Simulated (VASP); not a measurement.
# NaI (R-3m) in VASP: further runs

One crystal, NaI, is run at these levels: PBE, r2SCAN; tasks: single point.

All numbers are computed with VASP 6.6.1; they aren't measurements. Logs are shortened: lines on timing, memory, paths and dates and some standing lists are left out, and cuts for length are marked.

## (1) The cell of the first run

It takes space group R-3m (No. 166, trigonal). Conventional cell: a = 4.721 Å, b = 4.721 Å, c = 10.888 Å, α = 90.00°, β = 90.00°, γ = 120.00°. Na (site symmetry -3m) has 6 I at 3.27 Å as nearest neighbours. I (site symmetry -3m) is surrounded by 6 Na at 3.27 Å.

The cell was built by a generator and needn't be a form met in nature.

## (2) Single point, PBE (epitaxial_111 strain +3.4%)

INCAR

```
PREC = Accurate
ENCUT = 520
EDIFF = 1E-6
ISMEAR = -1
SIGMA = 0.02
LREAL = F
LASPH = T
NELM = 100
ALGO = Normal
ISIF = 2
LWAVE = F
LCHARG = F
GGA = PE
NBANDS = 14
```

KPOINTS

```
Automatic mesh
0
Gamma
  8 8 8
```

POSCAR

```
NaI
1.0
   -0.1298347674      3.2080814541      3.2080814541
    3.2080814541     -0.1298347674      3.2080814541
    3.2080814541      3.2080814541     -0.1298347674
Na I
1 1
Direct
    0.0000000000      0.0000000000      0.0000000000
    0.5000000000      0.5000000000      0.5000000000
```

Potentials or basis: VASP PAW PBE potentials, release 64 (Na_pv, I).

Run with:

```bash
cat potpaw_PBE.64/Na_pv/POTCAR potpaw_PBE.64/I/POTCAR > POTCAR
mpirun -np 1 vasp_std > vasp.out
```

OUTCAR:

```text
PREC = Accurate
   ENCUT = 520
   EDIFF = 1E-6
   ISMEAR = -1
   LREAL = F
   LASPH = T
   NELM = 100
   ISIF = 2
   GGA = PE

 ion  position               nearest neighbor table
   1  0.000  0.000  0.000-
   2  0.500  0.500  0.500-

  LATTYP: Found a trigonal (rhomboedric) cell.
 ALAT       =     4.5387696900
 COS(alpha) =     0.4591528167

  Lattice vectors:

 A1 = (  -0.1298347674,   3.2080814541,   3.2080814541)
 A2 = (   3.2080814541,  -0.1298347674,   3.2080814541)
 A3 = (   3.2080814541,   3.2080814541,  -0.1298347674)

Analysis of symmetry for initial positions (statically):
=====================================================================
 Subroutine PRICEL returns:
 Original cell was already a primitive cell.

 Routine SETGRP: Setting up the symmetry group for a
 trigonal (rhombohedral) supercell.

 Subroutine GETGRP returns: Found 12 space group operations
 (whereof 12 operations were pure point group operations)
 out of a pool of 12 trial point group operations.

The static configuration has the point symmetry D_3d.

Analysis of symmetry for dynamics (positions and initial velocities):
=====================================================================
 Subroutine PRICEL returns:
 Original cell was already a primitive cell.

 Routine SETGRP: Setting up the symmetry group for a
 trigonal (rhombohedral) supercell.

 Subroutine GETGRP returns: Found 12 space group operations
 (whereof 12 operations were pure point group operations)
 out of a pool of 12 trial point group operations.

The dynamic configuration has the point symmetry D_3d.

 Subroutine INISYM returns: Found 12 space group operations
 (whereof 12 operations are pure point group operations),
 and found     1 'primitive' translations

----------------------------------------------------------------------------------------

                                     Primitive cell

  volume of cell :      70.0403

  direct lattice vectors                    reciprocal lattice vectors
    -0.129834767  3.208081454  3.208081454    -0.146700280  0.152887827  0.152887827
     3.208081454 -0.129834767  3.208081454     0.152887827 -0.146700280  0.152887827
     3.208081454  3.208081454 -0.129834767     0.152887827  0.152887827 -0.146700280

  length of vectors
     4.538769690  4.538769690  4.538769690     0.261285949  0.261285949  0.261285949

  position of ions in fractional coordinates (direct lattice)
     0.000000000  0.000000000  0.000000000
     0.500000000  0.500000000  0.500000000

  ion indices of the primitive-cell ions
   primitive index   ion index
                 1           1
                 2           2

----------------------------------------------------------------------------------------

 KPOINTS: Automatic mesh

Automatic generation of k-mesh.
 Grid dimensions read from file:
 generate k-points for:    8    8    8

 Generating k-lattice:

  Cartesian coordinates                     Fractional coordinates (reciprocal lattice)
    -0.018337535  0.019110978  0.019110978     0.125000000  0.000000000  0.000000000
     0.019110978 -0.018337535  0.019110978     0.000000000  0.125000000  0.000000000
     0.019110978  0.019110978 -0.018337535     0.000000000  0.000000000  0.125000000

  Length of vectors
     0.032660744  0.032660744  0.032660744

  Shift w.r.t. Gamma in fractional coordinates (k-lattice)
     0.000000000  0.000000000  0.000000000

 Subroutine IBZKPT returns following result:
 ===========================================

 Found     65 irreducible k-points:

 Following reciprocal coordinates:
            Coordinates               Weight
  0.000000  0.000000  0.000000      1.000000
  0.125000  0.000000  0.000000      6.000000
  0.250000  0.000000  0.000000      6.000000
  0.375000  0.000000 -0.000000      6.000000
  0.500000  0.000000  0.000000      3.000000
  0.125000  0.125000  0.000000      6.000000
[... 16 lines left out ...]
  0.250000  0.125000  0.125000      6.000000
  0.375000  0.125000  0.125000      6.000000
 [... further k-points ...]
   k-points           NKPTS =     65   k-points in BZ     NKDIM =     65   number of bands    NBANDS=     14
   number of dos      NEDOS =    301   number of ions     NIONS =      2
   total plane-waves  NPLWV =  46656
   dimension x,y,z NGX =    36 NGY =   36 NGZ =   36
   dimension x,y,z NGXF=    72 NGYF=   72 NGZF=   72
   ions per type =               1   1
   NGX,Y,Z   is equivalent  to a cutoff of  13.19, 13.19, 13.19 a.u.
   NGXF,Y,Z  is equivalent  to a cutoff of  26.37, 26.37, 26.37 a.u.
 SYSTEM =  unknown system
   PREC   = accura    normal or accurate (medium, high low for compatibility)
   ISTART =      0    job   : 0-new  1-cont  2-samecut
   ICHARG =      2    charge: 1-file 2-atom 10-const
   ISPIN  =      1    spin polarized calculation?
   LNONCOLLINEAR =      F non collinear calculations
   LSORBIT =      F    spin-orbit coupling
   LASPH  =      T    aspherical Exc in radial PAW
   ENCUT  =  520.0 eV  38.22 Ry    6.18 a.u.   8.44  8.44  8.44*2*pi/ulx,y,z
   NELM   =    100;   NELMIN=  2; NELMDL= -5     # of ELM steps
   EDIFF  = 0.1E-05   stopping-criterion for ELM
   LREAL  =      F    real-space projection
   EDIFFG = 0.1E-04   stopping-criterion for IOM
   NSW    =      0    number of steps for IOM
   IBRION =     -1    ionic relax: 0-MD 1-quasi-New 2-CG
   NFREE  =      0    steps in history (QN), initial steepest desc. (CG)
   ISIF   =      2    stress and relaxation
   ISYM   =      2    0-nonsym 1-usesym 2-fastsym
   POTIM  = 0.5000    time-step for ionic-motion
   TEBEG  =    0.0;   TEEND  =   0.0 temperature during run
   PSTRESS=    0.0 pullay stress
   NELECT =      14.0000    total number of electrons
   NUPDOWN=      -1.0000    fix difference up-down
   EMIN   =  10.00;   EMAX   =-10.00  energy-range for DOS
   EFERMI =   0.00;   METHOD = LEGACY
   ISMEAR =    -1;   SIGMA  =   0.02  broadening in eV -4-tet -1-fermi 0-gaus
   EFERMI_NEDOS =   21; number of points for ismear=-14 and -15
   IALGO  =     38    algorithm
   IMIX   =      4    mixing-type and parameters
     AMIX     =   0.40;   BMIX     =  1.00
     AMIX_MAG =   1.60;   BMIX_MAG =  1.00
  volume/ion in A,a.u.               =      35.02       236.33
  Fermi-wavevector in a.u.,A,eV,Ry     =   0.957197  1.808841 12.466025  0.916227
  Thomas-Fermi vector in A             =   2.086194
   LORBIT       =      0    0 simple, 1 ext, 2 COOP (PROOUT), +10 PAW based schemes
   GGA     = PE    functional components
   LHFCALC =     F    Hartree Fock is set to
   AEXX    =    0.0000 exact exchange contribution
   IVDW    =     0    specifies the selected vdW correction
   LEPSILON=     F    determine dielectric tensor
   LRPA    =     F    only Hartree local field effects (RPA)
 non-spin polarized calculation
  energy-cutoff  :      520.00
  volume of cell :       70.04
 maximum number of plane-waves:      1905
 NGX is ok and might be reduce to    36
   NGX = 17   NGY = 17   NGZ = 17

 number of electron      14.0000006 magnetization

 Free energy of the ion-electron system (eV)
  ---------------------------------------------------
  ext. energy  EPLUGINS =         0.00000000
  ---------------------------------------------------
  free energy    TOTEN  =        -5.38053995 eV

  energy without entropy =       -5.38053995  energy(sigma->0) =       -5.38053995

 E-fermi :   1.1966     XC(G=0):  -7.5748

 val. band max:        0.7473138349   @ k =   0.0000   0.0000   0.0000
 cond. band min:       4.1281746428   @ k =   0.0000   0.0000   0.0000
 fundamental gap:      3.3808608079
 Fermi energy:         1.1966137380

 k-point     1 :       0.0000    0.0000    0.0000
  band No.  band energies     occupation
      1     -21.9050      2.00000
      2     -21.8991      2.00000
      3     -21.8991      2.00000
      4     -10.3467      2.00000
      5       0.5168      2.00000
      6       0.5168      2.00000
      7       0.7473      2.00000
      8       4.1282      0.00000
      9       8.3008      0.00000
     10       8.3008      0.00000
     11       8.9999      0.00000
     12      10.3044      0.00000
     13      10.3044      0.00000
     14      10.9816      0.00000

 k-point     2 :       0.1250    0.0000    0.0000
  band No.  band energies     occupation
      1     -21.9051      2.00000
      2     -21.8996      2.00000
      3     -21.8991      2.00000
      4     -10.3093      2.00000
      5       0.1094      2.00000
      6       0.4852      2.00000
      7       0.6815      2.00000
      8       4.6269      0.00000
      9       8.0496      0.00000
     10       8.4410      0.00000
     11       9.0569      0.00000
     12       9.8234      0.00000
     13       9.9790      0.00000
     14      11.4780      0.00000

 k-point     3 :       0.2500    0.0000    0.0000
  band No.  band energies     occupation
      1     -21.9056      2.00000
      2     -21.9008      2.00000
      3     -21.8991      2.00000
      4     -10.2159      2.00000
      5      -0.6639      2.00000
      6       0.4119      2.00000
      7       0.5764      2.00000
      8       5.4226      0.00000
      9       7.9526      0.00000
     10       8.3944      0.00000
     11       8.8253      0.00000
     12       9.8726      0.00000
     13      10.3754      0.00000
     14      10.9676      0.00000

 k-point     4 :       0.3750    0.0000   -0.0000
  band No.  band energies     occupation
      1     -21.9063      2.00000
      2     -21.9018      2.00000
      3     -21.8991      2.00000
      4     -10.1176      2.00000
      5      -1.2719      2.00000
      6       0.3425      2.00000
      7       0.4821      2.00000
      8       5.7032      0.00000
      9       8.0510      0.00000
     10       8.4581      0.00000
     11       8.5867      0.00000
     12      10.6669      0.00000
     13      10.9310      0.00000
     14      11.6242      0.00000

 k-point     5 :       0.5000    0.0000    0.0000
  band No.  band energies     occupation
      1     -21.9066      2.00000
      2     -21.9021      2.00000
      3     -21.8992      2.00000
      4     -10.0754      2.00000
      5      -1.4961      2.00000
      6       0.3147      2.00000
      7       0.4448      2.00000
      8       5.7134      0.00000
      9       7.9078      0.00000
     10       8.3226      0.00000
     11       8.9994      0.00000
[... 276 lines left out ...]
 k-point    22 :       0.1250    0.1250    0.1250
  band No.  band energies     occupation
      1     -21.9057      2.00000
      2     -21.8991      2.00000
      3     -21.8991      2.00000
      4     -10.3013      2.00000
      5       0.2848      2.00000
      6       0.4654      2.00000
      7       0.4654      2.00000
      8       4.6445      0.00000
      9       8.4412      0.00000
     10       8.4779      0.00000
     11       8.4779      0.00000
     12       9.7501      0.00000
     13       9.7501      0.00000
     14      11.3603      0.00000

 k-point    23 :       0.2500    0.1250    0.1250
  band No.  band energies     occupation
      1     -21.9062      2.00000
      2     -21.8998      2.00000
      3     -21.8990      2.00000
      4     -10.2415      2.00000
      5      -0.2582      2.00000
      6       0.3704      2.00000
      7       0.4667      2.00000
      8       5.2530      0.00000
      9       7.8360      0.00000
     10       8.6443      0.00000
     11       8.7202      0.00000
     12       8.9410      0.00000
     13      10.4100      0.00000
     14      12.0033      0.00000

 k-point    24 :       0.3750    0.1250    0.1250
  band No.  band energies     occupation
      1     -21.9068      2.00000
      2     -21.9009      2.00000
      3     -21.8991      2.00000
      4     -10.1463      2.00000
      5      -0.9071      2.00000
      6       0.2405      2.00000
      7       0.3933      2.00000
      8       5.9844      0.00000
      9       7.7380      0.00000
     10       8.1480      0.00000
     11       8.3892      0.00000
     12       9.4871      0.00000
     13      11.8106      0.00000
     14      11.8607      0.00000

 [... further k-points ...]

------------------------ aborting loop because EDIFF is reached ----------------------------------------

  FORCE on cell =-STRESS in cart. coord.  units (eV):
  Direction    XX          YY          ZZ          XY          YZ          ZX
  --------------------------------------------------------------------------------------
  -------------------------------------------------------------------------------------
  Total       -0.0407055     -0.0407055     -0.0407055      0.1125807      0.1125807      0.1125807
  in kB       -0.9311414     -0.9311414     -0.9311414      2.5752932      2.5752932      2.5752932
  external PRESSURE =      -0.9311414 kB  Pullay stress =       0.0000000 kB

 VOLUME and BASIS-vectors are now :
 -----------------------------------------------------------------------------
  energy-cutoff  :      520.00
  volume of cell :       70.04
      direct lattice vectors                 reciprocal lattice vectors
    -0.129834767  3.208081454  3.208081454    -0.146700280  0.152887827  0.152887827
     3.208081454 -0.129834767  3.208081454     0.152887827 -0.146700280  0.152887827
     3.208081454  3.208081454 -0.129834767     0.152887827  0.152887827 -0.146700280

 POSITION                                       TOTAL-FORCE (eV/Angst)
 -----------------------------------------------------------------------------------
      0.00000      0.00000      0.00000         0.000000      0.000000      0.000000
      3.14316      3.14316      3.14316        -0.000000     -0.000000     -0.000000
 -----------------------------------------------------------------------------------
    total drift:                                0.000000      0.000000      0.000000

  FREE ENERGIE OF THE ION-ELECTRON SYSTEM (eV)
  ---------------------------------------------------
  free  energy   TOTEN  =        -5.3805399546 eV

  energy  without entropy=       -5.3805399546  energy(sigma->0) =       -5.38053995
```

Run time: 46 s. Hardware: 1 thread of AMD EPYC 7R13 (Zen 3), shared host; peak memory 0.21 GiB.

Results:

- Free energy: -5.3805 eV
- Pressure: -0.1 GPa
- Band gap on the k mesh: 3.38 eV, direct

Stress tensor (GPa, compression positive):
```
-0.09  0.26  0.26
 0.26 -0.09  0.26
 0.26  0.26 -0.09
```

Caveat: spin-orbit coupling is left out, which moves the levels of the heavy elements. A k mesh can miss the band edges.

## (3) Single point, r2SCAN (epitaxial_111 strain +3.4%)

POSCAR is that of step 2.

INCAR.step1

```
SYSTEM = NaI
PREC = Accurate
ENCUT = 520
ISMEAR = 0
SIGMA = 0.01
LREAL = .False.
LASPH = .True.
NELM = 100
NBANDS = 14
GGA = PE
ALGO = Normal
EDIFF = 1E-4
LWAVE = .True.
LCHARG = .False.
```

INCAR.step2

```
SYSTEM = NaI
PREC = Accurate
ENCUT = 520
EDIFF = 1E-7
ISMEAR = 0
SIGMA = 0.01
LREAL = .False.
LASPH = .True.
NELM = 100
ALGO = Normal
ISIF = 2
LWAVE = .False.
LCHARG = .False.
METAGGA = R2SCAN
LMIXTAU = .True.
NBANDS = 14
ISTART = 1
```

KPOINTS

```
Automatic mesh
0
Gamma
  8 8 8
  0 0 0
```

Potentials or basis: VASP PAW PBE potentials, release 64 (Na_pv, I).

Run with:

```bash
cat potpaw_PBE.64/Na_pv/POTCAR potpaw_PBE.64/I/POTCAR > POTCAR
cp INCAR.step1 INCAR
mpirun -np 1 vasp_std > vasp.out
cp INCAR.step2 INCAR
mpirun -np 1 vasp_std > vasp.out
```

Wall time 4 min (1 thread of AMD EPYC 7R13 (Zen 3), shared host); peak memory 0.22 GiB.

It converged, with:

```
Free energy            : -31.0717 eV
Pressure               : -0.6 GPa
Band gap on the k mesh : 4.16 eV, direct
```

Stress tensor (GPa, compression positive):
```
-0.64  0.29  0.29
 0.29 -0.64  0.29
 0.29  0.29 -0.64
```

Levels at points of the mesh, in eV from the valence-band top:
```csv
k point,band 5,band 6,band 7,band 8,band 9,band 10
"(0.00, 0.00, 0.00)",-0.24,-0.24,0.00,4.16,8.09,8.09
"(0.50, 0.00, 0.00)",-2.25,-0.46,-0.32,5.56,7.78,8.20
"(0.50, 0.50, 0.00)",-1.99,-1.00,-0.75,5.01,5.95,10.25
"(0.50, 0.50, 0.50)",-2.18,-0.58,-0.58,5.35,7.59,7.59
```

Caveat: the PAW data sets were made with another functional, which shifts forces and pressure a little; spin-orbit coupling is left out, which moves the levels of the heavy elements.
